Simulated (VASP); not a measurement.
Input for VASP

### KPOINTS
```
Automatic mesh
0
Gamma
9 9 9
0 0 0
```

### INCAR
```
! general
SYSTEM  = InN
PREC    = Accurate
ENCUT   = 400
LREAL   = .FALSE.
LASPH   = .TRUE.

! electronic loop
EDIFF   = 1E-03
NELM    = 100
ALGO    = Normal
LMAXMIX = 4

! smearing
ISMEAR  = 0
SIGMA   = 0.136

! functional
GGA     = PE

! ions
IBRION  = 2
NSW     = 50
ISIF    = 2
EDIFFG  = -0.03

! output
LWAVE   = .FALSE.
LCHARG  = .FALSE.
```

POSCAR:
```
InN
1
    0.0000000000     2.5640110000     2.5640110000
    2.5640110000     0.0000000000     2.5640110000
    2.5640110000     2.5640110000     0.0000000000
In N
1 1
Direct
 -0.0040810000  -0.0037550000   0.0074820000
  0.2540810000   0.2537550000   0.2425180000
```

POTCAR, in this order: In_d N (PBE.64 set). Program: vasp_std.

Q: Translate this PBE calculation to Quantum ESPRESSO's pw.x.

A: One equivalent input (not run):
```
&CONTROL
  calculation = 'relax'
  pseudo_dir = './pseudo'
  outdir = './out'
  tprnfor = .true.
  tstress = .true.
  nstep = 50
  forc_conv_thr = 0.0012
/
&SYSTEM
  ibrav = 0
  nat = 2
  ntyp = 2
  ecutwfc = 84
  occupations = 'smearing'
  smearing = 'gaussian'
  degauss = 0.009996
  input_dft = 'pbe'
/
&ELECTRONS
  conv_thr = 7.3e-05
  electron_maxstep = 100
/
&IONS
/
ATOMIC_SPECIES
  In 114.818 In.upf
  N 14.007 N.upf
CELL_PARAMETERS angstrom
     0.0000000    2.5640110    2.5640110
     2.5640110    0.0000000    2.5640110
     2.5640110    2.5640110    0.0000000
ATOMIC_POSITIONS crystal
  In  -0.0040810 -0.0037550  0.0074820
  N    0.2540810  0.2537550  0.2425180
K_POINTS automatic
  9 9 9 0 0 0
```
Limits of the translation: the potentials are each code's own (VASP's PAW set, PseudoDojo norm-conserving files in pw.x), so ENCUT and ecutwfc are chosen apart and not converted; conv_thr bounds pw.x's estimated SCF error, while EDIFF bounds the energy change between steps; forc_conv_thr acts on force components and is met together with etot_conv_thr.

The structure comes from a computed database's InN entry; how it stands against other phases isn't given here. In the starting cell atoms are displaced from their ideal sites. This run relaxes the ions in a fixed cell. The run is one of a series of settings (EDIFF = 1E-03, EDIFFG = -0.03, IBRION = 2, NSW = 50 against the base run), some of them coarse on purpose.
